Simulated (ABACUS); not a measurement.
HgTe (Coloradoite):

```xyz
2
Lattice="0.0000 3.2145 3.2145 3.2145 0.0000 3.2145 3.2145 3.2145 0.0000" Properties=species:S:1:pos:R:3 pbc="T T T"
Hg    0.0000    0.0000    0.0000
Te    4.8217    4.8217    4.8217
```

| Item | Value |
| --- | --- |
| Program | ABACUS 3.10.1 |
| Task | single point |
| Functional | PBEsol |
| Potentials or basis | PseudoDojo NC SR 0.4.1 PBEsol standard |
| Cutoff | 1129 eV |
| Density cutoff | 4517 eV |
| Basis | plane waves |
| k mesh | 7 × 7 × 7 |
| Occupations | fermi-dirac, width 0.05 eV |
| Spin | no spin polarisation |

On this cell: pressure 1.8 GPa; largest force zero by symmetry; band gap on the k mesh none (metal or under the smearing width).

The same run follows on a disturbed copy (atoms moved at random, drawn with an rms of 0.05 Å):

```
CELL_PARAMETERS angstrom
0.00000 3.21450 3.21450
3.21450 0.00000 3.21450
3.21450 3.21450 0.00000
ATOMIC_POSITIONS crystal
Hg 0.99737 0.00315 0.99558
Te 0.74873 0.75226 0.74921
```

Q: What does the disturbed cell give?

A: The energy (extrapolated to zero smearing) moves by +0.3 meV/atom; pressure 1.8 GPa; largest force 0.076 eV/Å; band gap on the k mesh none (metal or under the smearing width).

Forces on the atoms (eV/Å):
```
Hg   0.037  0.066  0.009
Te  -0.037 -0.066 -0.009
```

Stress tensor (GPa, compression positive):
```
1.83 0.03 0.25
0.03 1.83 0.14
0.25 0.14 1.84
```
